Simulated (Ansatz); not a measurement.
# Al5HO8: the cost of one run

Program: Ansatz 0.2.0. Level of theory: DFT, PBE, plane-wave PAW, default files, scalar-relativistic, as far as a step names no other. These are calculated values, not measurements.

## Step 1: The system as given

Symmetry: P6_3mc, No. 186, hexagonal system. Conventional cell: a = 5.571 Å, b = 5.571 Å, c = 8.750 Å, α = 90.00°, β = 90.00°, γ = 120.00°. Al (site symmetry m) has 6 O at 1.84 to 1.95 Å as nearest neighbours. Al (site symmetry 3m) has 6 O at 1.86 to 2.01 Å as nearest neighbours. Around Al (site symmetry 3m) lie 4 O at 1.80 to 1.81 Å. H (site symmetry 3m) is surrounded by 1 O at 0.98 Å. O (site symmetry 3m) has 1 H at 0.98 Å as nearest neighbours. O (site symmetry m) is surrounded by 4 Al at 1.80 to 2.01 Å. O (site symmetry m) has 3 Al at 1.84 to 1.86 Å as nearest neighbours. Around O (site symmetry 3m) lie 4 Al at 1.81 to 1.89 Å.

Coordinates:

```
CELL_PARAMETERS angstrom
5.57081 0.00000 0.00000
-2.78540 4.82446 0.00000
0.00000 0.00000 8.75031
ATOMIC_POSITIONS crystal
Al 0.16570 0.33141 0.36578
Al 0.66859 0.83430 0.36578
Al 0.16570 0.83430 0.36578
Al 0.83430 0.66859 0.86578
Al 0.33141 0.16570 0.86578
Al 0.83430 0.16570 0.86578
Al 0.66667 0.33333 0.15837
Al 0.33333 0.66667 0.65837
Al 0.33333 0.66667 0.04811
Al 0.66667 0.33333 0.54811
H 0.00000 0.00000 0.09711
H 0.00000 0.00000 0.59711
O 0.00000 0.00000 0.98505
O 0.00000 0.00000 0.48505
O 0.51444 0.02889 0.00108
O 0.97111 0.48556 0.00108
O 0.51444 0.48556 0.00108
O 0.48556 0.97111 0.50108
O 0.02889 0.51444 0.50108
O 0.48556 0.51444 0.50108
O 0.83405 0.16595 0.26265
O 0.83405 0.66810 0.26265
O 0.33190 0.16595 0.26265
O 0.16595 0.83405 0.76265
O 0.16595 0.33190 0.76265
O 0.66810 0.83405 0.76265
O 0.33333 0.66667 0.25487
O 0.66667 0.33333 0.75487
```

## Step 2: First run, atoms as given

input.yaml

```yaml
crystal:
  lattice:
    - [5.570807905, 0.0, 0.0]
    - [-2.7854039525, 4.8244611653, 0.0]
    - [0.0, 0.0, 8.75030671]
  atoms:
    - { symbol: Al, position: [0.165704415, 0.33140883, 0.36578083] }
    - { symbol: Al, position: [0.66859117, 0.834295585, 0.36578083] }
    - { symbol: Al, position: [0.165704415, 0.834295585, 0.36578083] }
    - { symbol: Al, position: [0.834295585, 0.66859117, 0.86578083] }
    - { symbol: Al, position: [0.33140883, 0.165704415, 0.86578083] }
    - { symbol: Al, position: [0.834295585, 0.165704415, 0.86578083] }
    - { symbol: Al, position: [0.6666666667, 0.3333333333, 0.15836617] }
    - { symbol: Al, position: [0.3333333333, 0.6666666667, 0.65836617] }
    - { symbol: Al, position: [0.3333333333, 0.6666666667, 0.04811315] }
    - { symbol: Al, position: [0.6666666667, 0.3333333333, 0.54811315] }
    - { symbol: H, position: [0.0, 0.0, 0.0971055] }
    - { symbol: H, position: [0.0, 0.0, 0.5971055] }
    - { symbol: O, position: [0.0, 0.0, 0.98505469] }
    - { symbol: O, position: [0.0, 0.0, 0.48505469] }
    - { symbol: O, position: [0.51444307, 0.02888614, 0.00108425] }
    - { symbol: O, position: [0.97111386, 0.48555693, 0.00108425] }
    - { symbol: O, position: [0.51444307, 0.48555693, 0.00108425] }
    - { symbol: O, position: [0.48555693, 0.97111386, 0.50108425] }
    - { symbol: O, position: [0.02888614, 0.51444307, 0.50108425] }
    - { symbol: O, position: [0.48555693, 0.51444307, 0.50108425] }
    - { symbol: O, position: [0.834048, 0.165952, 0.26265279] }
    - { symbol: O, position: [0.834048, 0.668096, 0.26265279] }
    - { symbol: O, position: [0.331904, 0.165952, 0.26265279] }
    - { symbol: O, position: [0.165952, 0.834048, 0.76265279] }
    - { symbol: O, position: [0.165952, 0.331904, 0.76265279] }
    - { symbol: O, position: [0.668096, 0.834048, 0.76265279] }
    - { symbol: O, position: [0.3333333333, 0.6666666667, 0.25487111] }
    - { symbol: O, position: [0.6666666667, 0.3333333333, 0.75487111] }
kpoints:
  mp_grid: { grid: [5, 5, 3] }
scf:
  occupations: { method: fermi_dirac, width: 0.02 }
hamiltonian:
  xc: pbe
  pseudopotentials: { kind: paw }
output:
  forces: true
  stress: true
  populations: true
  efg:
    quadrupole_moments_barn: { Al: 0.1466, H: 0.00285783, O: -0.02558 }
    contact_densities: true
```

On the command line:

```bash
> ansatz run input.yaml --threads 1 --pin off --max-ram 2560MiB --backend cpu --events-out ev --progress --plain --runs-dir out
```

Q: Estimate wall time and peak memory on 1 thread of Intel Xeon Platinum 8259CL at 2.50GHz (Skylake/Cascade Lake), shared host.

About 27 s, with a peak of 0.58 GiB.
